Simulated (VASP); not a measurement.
HfS2: relaxation of cell and atoms with PBEsol

The system is HfS2.

```
Hf S
1.0
     3.58794    0.00000    0.00000
    -1.79397    3.10725    0.00000
     0.00000    0.00000    5.95268
Hf S
1 2
Direct
  0.00000 0.00000 0.00000
  0.66667 0.33333 0.75685
  0.33333 0.66667 0.24315
```

The cell is a database's computed one.

| Item | Value |
| --- | --- |
| Program | VASP 6.6.1 |
| Task | relaxation of cell and atoms |
| Functional | PBEsol |
| Potentials or basis | VASP PAW PBE potentials, release 64 (Hf_pv, S) |
| Cutoff | 600 eV |
| k mesh | 9 × 9 × 5 |
| Occupations | gaussian, width 0.03 eV |
| Spin | no spin polarisation |
| Further INCAR settings | ALGO = Normal; EDIFF = 1e-07; IBRION = 2; EDIFFG = -0.005; NSW = 90; ISIF = 3 |

```json
{
 "Relaxed volume": "22.12 Å³/atom",
 "Relaxed cell": "a = 3.588 Å, b = 3.588 Å, c = 5.952 Å, α = 90.00°, β = 90.00°, γ = 120.00°",
 "Space group after relaxing (to 0.05 Å)": "P-3m1 (No. 164)",
 "Energy gained by relaxing": "0.0 meV/atom",
 "Ionic steps": "3",
 "Pressure after relaxing": "0.0 GPa",
 "Band gap on the k mesh": "0.98 eV, indirect (least direct gap 1.86 eV)"
}
```

Final structure:
```
CELL_PARAMETERS angstrom
3.58773 0.00000 0.00000
-1.79387 3.10707 0.00000
0.00000 0.00000 5.95184
ATOMIC_POSITIONS crystal
Hf 0.00000 0.00000 0.00000
S 0.66667 0.33333 0.75686
S 0.33333 0.66667 0.24314
```

Levels at points of the mesh, in eV from the valence-band top:
```csv
k point,band 7,band 8,band 9,band 10,band 11,band 12,band 13,band 14,band 15
"(0.00, 0.00, 0.00)",-2.76,-2.76,-0.06,0.00,0.00,1.97,1.97,2.52,5.51
```

Wall time 48 s on 1 thread of Intel(R) Xeon(R) 6975P-C (Granite Rapids) (shared host), peak memory 0.24 GiB.

Caveat: the PAW data sets were made with another functional, which shifts forces and pressure a little; spin-orbit coupling is left out, which moves the levels of the heavy elements; an odd mesh through Γ misses points on the zone boundary, where band edges often lie; this functional lacks dispersion, which binds the layers, so the pressure and a relaxed spacing across them are unreliable.
